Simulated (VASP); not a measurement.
A run of VASP 6.6.1 is set up as follows.

The input INCAR:

```
SYSTEM = KF
ALGO = Normal ; EDIFF = 1E-6
ENCUT = 520 ; ISIF = 2
ISMEAR = 0 ; LASPH = .True.
LCHARG = .False. ; LREAL = .False.
LWAVE = .False. ; NBANDS = 15
NELM = 100 ; PREC = Accurate
SIGMA = 0.02
```

Contents of KPOINTS:

```
k-points
0
Gamma
  8 8 8
  0 0 0
```

The input POSCAR:

```
KF
1.0
    0.0000000000      2.5812889743      2.5812889743
    2.5812889743      0.0000000000      2.5812889743
    2.5812889743      2.5812889743      0.0000000000
K F
1 1
Direct
    0.0000000000      0.0000000000      0.0000000000
    0.5000000000      0.5000000000      0.5000000000
```

Potentials or basis: VASP PAW LDA potentials, release 64 (K_sv, F).

Run with:

```sh
$ cat potpaw_LDA.64/K_sv/POTCAR potpaw_LDA.64/F/POTCAR > POTCAR
$ mpirun -np 1 vasp_std > vasp.out
```

**Question.** What does it give for the pressure?

**Answer.** 0.2 GPa.

**Question.** Predict the band gap on the k mesh.

**Answer.** 6.35 eV, direct.

A k mesh can miss the band edges.
